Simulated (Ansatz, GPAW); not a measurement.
# Ballistic transport through an Al chain with one Ag atom in line, from relaxation to T(E), part 2 of 3

Wanted: T(E) of an Al chain with one Ag atom in line at a relaxed geometry in two programs, beside the unrelaxed structure.

GPAW 26.7.0 and Ansatz 0.2.0; Ansatz plane waves; relaxation of the junction with the lead ends held (the session's first sound run).

So far, open channels of the lead at the Fermi level (one spin): step 3 (plane waves, PBE) 2.

## 4. GPAW, dzp

The script solves lead and junction separately, takes H and S in the orbital basis, and joins semi-infinite leads through their self-energies; the dzp basis is the working standard.

This step: GPAW LCAO, PAW setups; Landauer transmission from Green's functions with principal layers (ASE), zero bias (GPAW 26.7.0).

Input file run.py:

```python
import json
import numpy as np
from ase import Atoms
from ase.transport.calculators import TransportCalculator
from gpaw import GPAW, FermiDirac
from gpaw.lcao.tools import get_lcao_hamiltonian
from scipy.linalg import eigh

# The junction with lead layers at both ends, along the third cell vector
device = Atoms(
    ['Al', 'Al', 'Al', 'Al', 'Al', 'Al', 'Al', 'Ag', 'Al', 'Al', 'Al', 'Al', 'Al', 'Al', 'Al'],
    positions=[
        [4.50000, 4.50000, 1.20000],
        [4.50000, 4.50000, 3.60000],
        [4.50000, 4.50000, 6.00000],
        [4.50000, 4.50000, 8.40000],
        [4.50000, 4.50000, 10.80000],
        [3.77445, 3.92387, 13.11351],
        [4.41754, 4.43756, 15.55926],
        [4.48431, 4.48987, 18.10738],
        [4.41062, 4.43183, 20.65459],
        [3.75942, 3.91051, 23.09714],
        [4.50000, 4.50000, 25.40240],
        [4.50000, 4.50000, 27.80240],
        [4.50000, 4.50000, 30.20240],
        [4.50000, 4.50000, 32.60240],
        [4.50000, 4.50000, 35.00240]],
    cell=[[9.0, 0.0, 0.0], [0.0, 9.0, 0.0], [0.0, 0.0, 36.2024]],
    pbc=True)

# One principal layer of the lead: the first 4 atoms of the device
lead = Atoms(
    ['Al', 'Al', 'Al', 'Al'],
    positions=[
        [4.50000, 4.50000, 1.20000],
        [4.50000, 4.50000, 3.60000],
        [4.50000, 4.50000, 6.00000],
        [4.50000, 4.50000, 8.40000]],
    cell=[[9.0, 0.0, 0.0], [0.0, 9.0, 0.0], [0.0, 0.0, 9.6]],
    pbc=True)

settings = dict(mode='lcao', basis='dzp', xc='PBE', h=0.2,
                occupations=FermiDirac(0.1), maxiter=250,
                mixer=dict(beta=0.1, nmaxold=8, weight=100.0),
                convergence=dict(density=0.0001))
energies = np.arange(-2, 2 + 1e-9, 0.025)
eta = 0.0001
n1, n2 = 1, 1
# k and -k transmit alike, so half of the mesh across the current serves
mesh = [(i, j) for i in range(n1) for j in range(n2) if (i, j) <= (-i % n1, -j % n2)]
weights = np.array([1 if (i, j) == (-i % n1, -j % n2) else 2 for i, j in mesh]) / (n1 * n2)


def ground_state(atoms, size, txt):
    atoms.calc = GPAW(kpts={'size': size, 'gamma': True}, symmetry={'tolerance': 1e-3}, txt=txt, **settings)
    atoms.get_potential_energy()
    return atoms.calc.get_fermi_level()


def blocks(atoms, fermi, points, nz, cells):
    """H - E_F S and S between cell 0 and the cells above it, at each point across the current."""
    kz = np.arange(nz) / nz
    calc = atoms.calc.fixed_density(kpts=[(*k, z) for k in points for z in kz], symmetry='off', txt=None)
    H, S = get_lcao_hamiltonian(calc)
    H = (H - fermi * S).reshape(len(H), len(points), nz, *S.shape[1:])
    S = S.reshape(H.shape[1:])
    phases = [np.exp(-2j * np.pi * kz * R) / nz for R in cells]
    return [(np.einsum('skzij,z->ksij', H, p), np.einsum('kzij,z->kij', S, p)) for p in phases]


def pair(a, b):
    return np.block([[a, b], [b.T.conj(), a]])


def count_channels(h, s, cells, nk=240):
    """Half the number of times that the lead's bands cross each energy, unfolded to its shortest repeat."""
    b = len(h) // cells
    bands = []
    for k in (np.arange(nk + 1) + 0.5) / nk:
        hk, sk = h[:b, :b].copy(), s[:b, :b].copy()
        for R in range(1, cells):
            phase, block = np.exp(2j * np.pi * k * R), slice(R * b, (R + 1) * b)
            hk += h[:b, block] * phase + (h[:b, block] * phase).T.conj()
            sk += s[:b, block] * phase + (s[:b, block] * phase).T.conj()
        w, u = eigh(sk)
        x = u[:, w > 1e-5] / w[w > 1e-5]**0.5  # drop near-dependent combinations
        bands.append(np.r_[eigh(x.T.conj() @ hk @ x, eigvals_only=True), [1e9] * (w <= 1e-5).sum()])
    below = np.array(bands)[:, :, None] < energies
    return (below[1:] != below[:-1]).sum((0, 1)) / 2


fermi_lead = ground_state(lead, (1, 1, 12), 'lead.txt')
fermi_device = ground_state(device, (1, 1, 2), 'device.txt')
T, channels, eigen, tail, misfit, shifts = [], [], [], 0.0, 0.0, []
for first in range(0, len(mesh), 493):
    points = [(i / n1, j / n2) for i, j in mesh[first:first + 493]]
    (H0k, S0k), (H1k, S1k), (H2k, _) = blocks(lead, fermi_lead, points, 5, range(3))
    [(Hk, Sk)] = blocks(device, fermi_device, points, 2, [0])
    tail = max(tail, abs(H2k).max())
    for H0, S0, H1, S1, H, S in zip(H0k, S0k, H1k, S1k, Hk, Sk):
        n = len(S0)
        # Shift the lead onto the potential of the device's first layer
        shift = ((H[:, 0, 0] - H0[:, 0, 0]) / S0[0, 0]).real.mean()
        shifts.append(shift)
        misfit = max(misfit, abs(H[:, :n, :n] - H0 - shift * S0).max())
        Tk, Ck, Ek = [], [], []
        for s in range(len(H)):
            t = s % len(H0)  # a lead without moments serves both spins
            h1, s1 = pair(H0[t] + shift * S0, H1[t] + shift * S1), pair(S0, S1)
            leads = dict(h1=h1, s1=s1, energies=energies, eta=eta, eta1=eta, eta2=eta)
            calc = TransportCalculator(h=H[s], s=S, eigenchannels=3, **leads)
            Tk.append(calc.get_transmission())
            Ek.append(np.sort(calc.eigenchannels_ne, axis=0)[::-1])
            Ck.append(count_channels(h1, s1, 8))
        T.append(Tk)
        channels.append(Ck)
        eigen.append(Ek)
T, channels = np.array(T), np.array(channels)
mean, open_channels = np.einsum('kse,k->se', T, weights), np.einsum('kse,k->se', channels, weights)

print(f'basis functions: device {len(S)}, principal layer {n}')
print(f'Fermi level: lead {fermi_lead:.4f} eV, device {fermi_device:.4f} eV; lead shifted by {np.mean(shifts):.4f} eV')
print(f'largest coupling past the next layer {tail:.2e} eV, largest misfit of the first layer {misfit:.3f} eV')
print('  E-E_F (eV)   ' + 'T (one spin)  channels')
for e, t, c in zip(energies, mean.T, open_channels.T):
    print(f'{e:10.3f}  ', *[f'{x:11.4e}' for x in t], *[f'{x:9.4f}' for x in c])

kT = 8.617333e-5 * 300
fine = np.linspace(energies[0], energies[-1], 4001)
both = np.exp(np.interp(fine, energies, np.log(np.maximum(mean.sum(0) * 2 / len(mean), 1e-30))))
fermi = lambda mu: 1 / (1 + np.exp(np.clip((fine - mu) / kT, -200, 200)))
slope = fermi(0) * (1 - fermi(0)) / kT
G = np.trapezoid(both * slope, fine) / 2
seebeck = -np.trapezoid(both * slope * fine, fine) / (2 * G * 300) * 1e6
print(f'conductance at 300 K: {G:.5g} G0 a cell; thermopower {seebeck:.4g} uV/K')
bias = [0.1, 0.2, 0.5, 1.0, 1.5, 2.0]
current = [38.74 * np.trapezoid(both * (fermi(V / 2) - fermi(-V / 2)), fine) for V in bias]
for V, I in zip(bias, current):
    print(f'current from the zero-bias T(E) at {V} V: {I:.5g} uA')
zero = abs(energies).argmin()
json.dump(dict(energies=energies.tolist(), T=mean.tolist(), channels=open_channels.tolist(), G=G, seebeck=seebeck,
               bias=bias, current=current, tail=tail, misfit=misfit, shift=np.mean(shifts), n_device=len(S), n_lead=n,
               fermi=[fermi_lead, fermi_device], energy=device.get_potential_energy(),
               moments=device.get_magnetic_moments().tolist(), mesh=mesh, weights=weights.tolist(),
               T_k=T[:, :, zero].tolist(), eigen=np.array(eigen[0]).tolist()), open('result.json', 'w'))
```

The run is started by

```bash
OMP_NUM_THREADS=1 OPENBLAS_NUM_THREADS=1 python run.py
```

The job ended after 2 min (1 thread of Intel Xeon 6975P-C (Granite Rapids), shared host; peak memory 1.2 GiB).

This step gave:

```yaml
conductance: 0.9600 G₀
largest_coupling_past_the_next_principal_layer: 9.42e-16 eV
largest_misfit_of_the_first_principal_layer: 0.02477 eV
shift_that_aligns_the_lead: 0.008411 eV
basis_functions_of_the_junction: 209
basis_functions_of_a_principal_layer: 52
transmission_at_the_fermi_level_one_spin: 0.9589
```

One spin. The transmission, zone mean by energy, zero at the Fermi level:

| energy (eV) | transmission, zone mean |
| --- | --- |
| -2.000 | 0.139 |
| -1.900 | 0.177 |
| -1.800 | 0.223 |
| -1.700 | 0.283 |
| -1.600 | 0.365 |
| -1.500 | 0.486 |
| -1.400 | 0.680 |
| -1.300 | 0.992 |
| -1.200 | 3.4e-8 |
| -1.100 | 6.3e-9 |
| -1.000 | 6.1e-9 |
| -0.900 | 5.8e-7 |
| -0.800 | 8.8e-10 |
| -0.700 | 1.5e-10 |
| -0.600 | 5.7e-11 |
| -0.500 | 5.0e-11 |
| -0.400 | 3.2e-7 |
| -0.300 | 0.996 |
| -0.200 | 0.977 |
| -0.100 | 0.948 |
| 0.000 | 0.959 |
| 0.100 | 0.980 |
| 0.200 | 0.961 |
| 0.300 | 0.907 |
| 0.400 | 0.854 |
| 0.500 | 0.829 |
| 0.600 | 0.852 |
| 0.700 | 0.939 |
| 0.800 | 1.11 |
| 0.900 | 1.33 |
| 1.000 | 1.38 |
| 1.100 | 1.38 |
| 1.200 | 1.39 |
| 1.300 | 1.41 |
| 1.400 | 1.44 |
| 1.500 | 1.49 |
| 1.600 | 1.54 |
| 1.700 | 1.61 |
| 1.800 | 1.67 |
| 1.900 | 1.74 |
| 2.000 | 1.80 |

Crossings of the lead's bands, unfolded to its shortest repeat. Table of open channels, zone mean by energy, zero at the Fermi level:

energy (eV), open channels, zone mean and a bar:
```
   -2.000       1.00 ##########
   -1.900       1.00 ##########
   -1.800       1.00 ##########
   -1.700       1.00 ##########
   -1.600       1.00 ##########
   -1.500       1.00 ##########
   -1.400       1.00 ##########
   -1.300       1.00 ##########
   -1.200       0.00 
   -1.100       0.00 
   -1.000       0.00 
   -0.900       0.00 
   -0.800       0.00 
   -0.700       0.00 
   -0.600       0.00 
   -0.500       0.00 
   -0.400       0.00 
   -0.300       2.00 ####################
   -0.200       2.00 ####################
   -0.100       2.00 ####################
    0.000       2.00 ####################
    0.100       2.00 ####################
    0.200       2.00 ####################
    0.300       2.00 ####################
    0.400       2.00 ####################
    0.500       2.00 ####################
    0.600       2.00 ####################
    0.700       2.00 ####################
    0.800       2.00 ####################
    0.900       2.00 ####################
    1.000       3.00 ##############################
    1.100       3.00 ##############################
    1.200       3.00 ##############################
    1.300       3.00 ##############################
    1.400       3.00 ##############################
    1.500       3.00 ##############################
    1.600       3.00 ##############################
    1.700       3.00 ##############################
    1.800       3.00 ##############################
    1.900       3.00 ##############################
    2.000       3.00 ##############################
```

Not self-consistent under bias; the bias window is split evenly. Table of current through one cell, from the zero-bias transmission by bias:

```
bias (V)  current through one cell, from the zero-bias transmission (μA)
   0.100                                                            7.44
   0.200                                                            14.9
   0.500                                                            37.3
   1.000                                                            63.9
   1.500                                                            81.2
   2.000                                                             105
```

Transmission of the three most open eigenchannels against energy, zero at the Fermi level:

```
energy (eV)  channel 1  channel 2  channel 3
     -2.000      0.139          0          0
     -1.900      0.177          0          0
     -1.800      0.223          0          0
     -1.700      0.283          0          0
     -1.600      0.365          0          0
     -1.500      0.486          0          0
     -1.400      0.680          0          0
     -1.300      0.992          0          0
     -1.200     3.4e-8          0          0
     -1.100     6.3e-9          0          0
     -1.000     6.1e-9          0          0
     -0.900     5.8e-7          0          0
     -0.800    8.8e-10          0          0
     -0.700    1.5e-10          0          0
     -0.600    5.7e-11          0          0
     -0.500    5.0e-11          0          0
     -0.400     3.1e-7    3.4e-10          0
     -0.300      0.989    0.00744          0
     -0.200      0.940     0.0370          0
     -0.100      0.837      0.110          0
      0.000      0.730      0.229          0
      0.100      0.634      0.346          0
      0.200      0.553      0.408          0
      0.300      0.495      0.412          0
      0.400      0.464      0.390    1.5e-12
      0.500      0.463      0.366    4.5e-12
      0.600      0.501      0.351    1.5e-11
      0.700      0.593      0.346    6.4e-11
      0.800      0.761      0.351    4.5e-10
      0.900      0.970      0.363     1.5e-8
      1.000      0.959      0.381     0.0392
      1.100      0.906      0.405     0.0695
      1.200      0.862      0.433     0.0919
      1.300      0.827      0.466      0.113
      1.400      0.802      0.502      0.135
      1.500      0.783      0.541      0.162
      1.600      0.767      0.580      0.196
      1.700      0.751      0.616      0.238
      1.800      0.733      0.647      0.291
      1.900      0.710      0.671      0.357
      2.000      0.687      0.684      0.433
```

At the Fermi level T is 0.959 against 0.958 in plane waves. Couplings past the next layer reach 9.4e-16 eV, small enough to drop; the matrix elements of the cell's first layer differ from the bulk lead's by up to 0.025 eV. That layer keeps its own values in the calculation, and only beyond it is the lead taken as perfect. The Fermi levels of lead and junction count from different zeros of potential, one for each periodic cell; with both set to zero, the small remaining shift is what aligns them. By hand: G = 0.9600 × 77.48 μS = 74.4 μS, a resistance of 13.4 kΩ; at 0.1 V a linear junction would pass 7.44 μA, and the integral over the bias window gives 7.44 μA.

## 5. Single-zeta polarised basis

The second zeta is dropped, the polarisation orbitals stay.

run.py: that of step 4 with these lines changed.

```diff
@@ -41,3 +41,3 @@
 
-settings = dict(mode='lcao', basis='dzp', xc='PBE', h=0.2,
+settings = dict(mode='lcao', basis='szp(dzp)', xc='PBE', h=0.2,
                 occupations=FermiDirac(0.1), maxiter=250,
```

Run time: 1.9 min. Hardware: 1 thread; peak memory 1.2 GiB.

This step gave:

| Property | Result |
| --- | --- |
| conductance | 0.8953 G₀ |
| largest coupling past the next principal layer | 1.20e-15 eV |
| largest misfit of the first principal layer | 0.02656 eV |
| shift that aligns the lead | 0.01314 eV |
| basis functions of the junction | 141 |
| basis functions of a principal layer | 36 |
| transmission at the Fermi level (one spin) | 0.8924 |

The conductance, 0.895 G₀, lies 6.7 % below that of the dzp run.

## 6. GPAW, sz: basis = "sz(dzp)"

The minimal basis is the cheapest rung: no second zeta and no polarisation.

run.py: that of step 5 with these lines changed.

```diff
@@ -41,3 +41,3 @@
 
-settings = dict(mode='lcao', basis='szp(dzp)', xc='PBE', h=0.2,
+settings = dict(mode='lcao', basis='sz(dzp)', xc='PBE', h=0.2,
                 occupations=FermiDirac(0.1), maxiter=250,
```

Wall time 62 s (1 thread); peak memory 1.1 GiB.

This step gave:

```yaml
conductance: 0.9311 G₀
largest_coupling_past_the_next_principal_layer: 9.04e-16 eV
largest_misfit_of_the_first_principal_layer: 0.03817 eV
shift_that_aligns_the_lead: 0.01681 eV
basis_functions_of_the_junction: 68
basis_functions_of_a_principal_layer: 16
transmission_at_the_fermi_level_one_spin: 0.9295
```

One spin. The transmission, zone mean by energy, zero at the Fermi level:

energy (eV), transmission, zone mean and a bar:
```
   -2.000       0.05 #
   -1.900       0.06 #
   -1.800       0.06 #
   -1.700       0.00 
   -1.600       0.00 
   -1.500       0.00 
   -1.400       0.00 
   -1.300       0.00 
   -1.200       0.00 
   -1.100       0.00 
   -1.000       0.00 
   -0.900       0.00 
   -0.800       0.00 
   -0.700       0.00 
   -0.600       0.00 
   -0.500       0.00 
   -0.400       0.76 ################
   -0.300       0.97 ####################
   -0.275       0.98 ####################
   -0.200       0.97 ####################
   -0.100       0.93 ###################
    0.000       0.93 ###################
    0.100       0.94 ###################
    0.200       0.92 ###################
    0.300       0.87 ##################
    0.400       0.81 #################
    0.500       0.78 ################
    0.600       0.80 #################
    0.700       0.96 ####################
    0.800       1.07 ######################
    0.900       1.14 ########################
    1.000       1.17 ########################
    1.100       1.18 ########################
    1.200       1.19 #########################
    1.300       1.20 #########################
    1.400       1.22 #########################
    1.500       1.25 ##########################
    1.600       1.28 ###########################
    1.700       1.32 ###########################
    1.800       1.37 ############################
    1.900       1.41 #############################
    2.000       1.45 ##############################
```

The conductance, 0.931 G₀, lies 3.0 % below that of the dzp run.

## 7. RPBE in the dzp basis: xc = "RPBE"

Back in the dzp basis, the functional changes from PBE to RPBE, to set the spread between functionals beside that between bases.

run.py: that of step 6 with these lines changed.

```diff
@@ -41,3 +41,3 @@
 
-settings = dict(mode='lcao', basis='sz(dzp)', xc='PBE', h=0.2,
+settings = dict(mode='lcao', basis='dzp', xc='RPBE', h=0.2,
                 occupations=FermiDirac(0.1), maxiter=250,
```

The job ended after 1.7 min (1 thread; peak memory 1.2 GiB).

This step gave:

- conductance: 0.9378 G₀
- largest coupling past the next principal layer: 1.40e-15 eV
- largest misfit of the first principal layer: 0.02299 eV
- shift that aligns the lead: 0.005458 eV
- basis functions of the junction: 209
- basis functions of a principal layer: 52
- transmission at the Fermi level (one spin): 0.9360

One spin. The transmission, zone mean by energy, zero at the Fermi level:

```csv
energy (eV),"transmission, zone mean"
-2.000,0.126
-1.900,0.160
-1.800,0.202
-1.700,0.255
-1.600,0.327
-1.500,0.431
-1.400,0.592
-1.325,0.773
-1.300,0.761
-1.200,2.9e-8
-1.100,5.3e-9
-1.000,4.8e-9
-0.900,2.3e-5
-0.800,8.0e-10
-0.700,1.3e-10
-0.600,4.6e-11
-0.500,4.0e-11
-0.400,4.3e-7
-0.300,0.992
-0.200,0.965
-0.100,0.928
0.000,0.936
0.100,0.960
0.200,0.945
0.300,0.894
0.400,0.843
0.500,0.819
0.600,0.840
0.700,0.917
0.800,1.06
0.900,1.26
1.000,1.38
1.100,1.38
1.200,1.37
1.300,1.39
1.400,1.42
1.500,1.46
1.600,1.51
1.700,1.57
1.800,1.63
1.900,1.70
2.000,1.76
```

The conductance, 0.938 G₀, lies 2.3 % below that of the dzp run.

## 8. The structure as built: geometry = "as built"

The dzp basis with PBE on the structure as first built shows what the relaxation was worth.

run.py: that of step 7 with these lines changed.

```diff
@@ -17,7 +17,7 @@
         [4.50000, 4.50000, 10.80000],
-        [3.77445, 3.92387, 13.11351],
-        [4.41754, 4.43756, 15.55926],
-        [4.48431, 4.48987, 18.10738],
-        [4.41062, 4.43183, 20.65459],
-        [3.75942, 3.91051, 23.09714],
+        [4.50000, 4.50000, 13.20000],
+        [4.50000, 4.50000, 15.60000],
+        [4.50000, 4.50000, 18.10120],
+        [4.50000, 4.50000, 20.60240],
+        [4.50000, 4.50000, 23.00240],
         [4.50000, 4.50000, 25.40240],
@@ -41,3 +41,3 @@
 
-settings = dict(mode='lcao', basis='dzp', xc='RPBE', h=0.2,
+settings = dict(mode='lcao', basis='dzp', xc='PBE', h=0.2,
                 occupations=FermiDirac(0.1), maxiter=250,
```

Elapsed: 78 s, on 1 thread; peak memory 1.2 GiB.

Numbers from this step:

| Quantity | Value |
| --- | --- |
| conductance | 0.5015 G₀ |
| thermopower | -9.406 μV/K |
| largest coupling past the next principal layer | 1.29e-15 eV |
| largest misfit of the first principal layer | 0.01332 eV |
| shift that aligns the lead | 0.006725 eV |
| transmission at the Fermi level (one spin) | 0.5121 |

The conductance, 0.502 G₀, lies 48 % below that of the dzp run.

## 9. All levels side by side

Times are wall times on the hardware named with each run. The series side by side:

| no. | run | conductance (G₀) | time | memory (GiB) |
| --- | --- | --- | --- | --- |
| 1 | pw PBE | 0.9583 | 41 s | 2.3 |
| 2 | dzp | 0.9600 | 2 min | 1.2 |
| 3 | szp | 0.8953 | 1.9 min | 1.2 |
| 4 | sz | 0.9311 | 62 s | 1.1 |
| 5 | dzp RPBE | 0.9378 | 1.7 min | 1.2 |
| 6 | asbuilt | 0.5015 | 78 s | 1.2 |

(Continued in part 3 of 3.)

[Logs are printed without paths, hosts, clocks, repeated set-up lines and the standing remarks that a program may print on its own settings, such as how far it seeks lower states.]

[Hosts, paths, dates, database ids (printed as entryN), source tags and the programs' standing remarks are cut or masked in the printed files.]
